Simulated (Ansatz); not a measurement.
# Convergence of Hf2N with the plane-wave cutoff

Method: DFT r2SCAN, scalar-relativistic, plane waves, PAW in Ansatz 0.2.0.

```
CELL_PARAMETERS angstrom
5.36940 0.06761 -0.01008
0.06761 5.34101 -0.02194
-0.00615 -0.01339 3.27972
ATOMIC_POSITIONS crystal
Hf 0.30514 0.31552 0.00229
Hf 0.71498 0.70473 0.99322
Hf 0.79143 0.20864 0.48451
Hf 0.20563 0.80248 0.50196
N 0.00258 0.00491 0.98263
N 0.50186 0.50260 0.52120
```

| Property | Result |
| --- | --- |
| Γ-centred k-mesh | 6×6×8 |
| occupation rule | Gaussian smearing, 0.1 eV |
| spin treatment | unpolarised |
| valence charge of the PAW sets | Hf 26, N 5 |

The atoms stay fixed while the plane-wave cutoff is varied. ΔE is the energy extrapolated to zero smearing, less that of the reference run (500 eV). The cell was strained and its atoms displaced at random, so that forces don't vanish. Spin–orbit coupling is left out. Pressure is positive in compression and holds a correction for the finite cutoff (Pulay stress).

Times are rough; the reference took 5.1 min on 1 thread of Intel(R) Xeon(R) Processor @ 2.50GHz (Skylake/Cascade Lake) (shared host), peak memory 1.1 GiB.

(1) One run gave ΔE = 5058 meV/atom and P = -5.65 GPa. Which plane-wave cutoff did it use, of 200, 250, 300, 350?

Results:

(1) 200 eV. All runs:

| cutoff (eV) | ΔE (meV/atom) | P (GPa) | largest change of a force component (eV/Å) | plane waves at Γ | wall time (s) |
| --- | --- | --- | --- | --- | --- |
| 200 | 5058 | -5.65 | 0.481 | 607 | 90 |
| 250 | 1042 | -3.94 | 0.055 | 829 | 130 |
| 300 | 163 | -2.90 | 0.020 | 1121 | 180 |
| 350 | 25.8 | -2.79 | 0.017 | 1383 | 210 |
| 500 | 0.00 | -2.80 | 0.000 | 2383 | 310 |